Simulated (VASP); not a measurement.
Set up this calculation in VASP 6.6.1, as the native input.

- Task: single point
- Functional: PBEsol
- Potentials or basis: VASP PAW PBE potentials, release 64 (Al, Pt)
- Cutoff: 520 eV
- k mesh: 12 × 12 × 8
- Occupations: gaussian, width 0.1 eV
- Spin: no spin polarisation
- Dipole correction: no
- Further INCAR settings: ALGO = Fast; EDIFF = 1e-06; NBANDS = 28

The structure of AlPt lies in POSCAR:

```
AlPt
1.0
    0.0000000000     -3.0601336871      3.0601336871
   -3.0601336871      3.0601336871      0.0000000000
   -3.0601336871     -3.0601336871     -3.0601336871
Al Pt
3 3
Direct
    0.6666666667      0.3333333333      0.1666666667
    0.3333333333      0.6666666667      0.8333333333
    0.0000000000      0.0000000000      0.5000000000
    0.0000000000      1.0000000000      0.0000000000
    0.6666666667      0.3333333333      0.6666666667
    0.3333333333      0.6666666667      0.3333333333
```

Measurements of this composition are mostly on another form, of space group No. 198.

The cell isn't the ideal one: 3 of 3 Ni sites taken by Pt, cell and atoms relaxed.

These files were run (other wordings do the same):

INCAR

```
PREC     = Accurate       # precision mode
ENCUT    = 520            # plane-wave cutoff, eV
EDIFF    = 1E-6           # SCF threshold, eV
ISMEAR   = 0              # smearing method
SIGMA    = 0.1            # smearing width, eV
LREAL    = False          # projectors in reciprocal space
LASPH    = True           # aspherical terms in the spheres
NELM     = 100            # most SCF steps
ALGO     = Fast           # electronic algorithm
ISIF     = 2              # what is computed and relaxed
LWAVE    = False          # write WAVECAR
LCHARG   = True           # write CHGCAR
GGA      = PS             # functional
LELF     = True           # ELF
LVHAR    = True         
NBANDS   = 28             # bands
```

KPOINTS

```
Automatic mesh
0
Gamma
  12 12 8
```

Potentials or basis: VASP PAW PBE potentials, release 64 (Al, Pt).

Run with:

```console
$ cat potpaw_PBE.64/Al/POTCAR potpaw_PBE.64/Pt/POTCAR > POTCAR
$ mpirun -np 1 vasp_std > vasp.out
```

It gave:

| Quantity | Value |
| --- | --- |
| Pressure | -0.1 GPa |
| Band gap on the k mesh | none (metal or under the smearing width) |

Caveat: the PAW data sets were made with another functional, which shifts forces and pressure a little.

It took 3.3 min on 1 thread of AMD EPYC 7R13 Processor (Zen 3), on a shared host, peak memory 0.35 GiB.
